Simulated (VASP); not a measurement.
Set up this calculation in VASP 6.6.1, as the native input.

* Task: single point
* Functional: PBEsol
* Potentials or basis: VASP PAW PBE potentials, release 64 (Sn_d)
* Cutoff: 520 eV
* k mesh: 18 × 18 × 18
* Occupations: gaussian, width 0.15 eV
* Spin: no spin polarisation
* Dipole correction: no
* Further INCAR settings: ALGO = Normal; EDIFF = 1e-06; NBANDS = 13

The structure of Sn lies in POSCAR:

```
Sn
1.0
   -1.8946518192      1.8946518192      1.8946518192
    1.8946518192     -1.8946518192      1.8946518192
    1.8946518192      1.8946518192     -1.8946518192
Sn
1
Direct
    0.0000000000      0.0000000000      0.0000000000
```

This isn't the form of Sn at room conditions, which is tetragonal (white tin).

These files were run (other wordings do the same):

INCAR

```
SYSTEM = Sn
  PREC = Accurate
  ENCUT = 520
  EDIFF = 1E-6
  ISMEAR = 0
  SIGMA = 0.15
  LREAL = .False.
  LASPH = .True.
  NELM = 100
  ALGO = Normal
  ISIF = 2
  LWAVE = .False.
  LCHARG = .False.
  GGA = PS
  NBANDS = 13
```

KPOINTS

```
regular mesh
0
Gamma
  18 18 18
  0 0 0
```

Potentials or basis: VASP PAW PBE potentials, release 64 (Sn_d).

Command:

```sh
$ cat potpaw_PBE.64/Sn_d/POTCAR > POTCAR
$ mpirun -np 1 vasp_std > vasp.out
```

It gave:

```
Pressure               : -2.0 GPa
Band gap on the k mesh : none (metal or under the smearing width)
```

Caveat: the PAW data sets were made with another functional, which shifts forces and pressure a little.

It took 28 s on 1 thread of Intel(R) Xeon(R) Platinum 8259CL CPU @ 2.50GHz (Skylake/Cascade Lake) (shared host), peak memory 0.18 GiB.
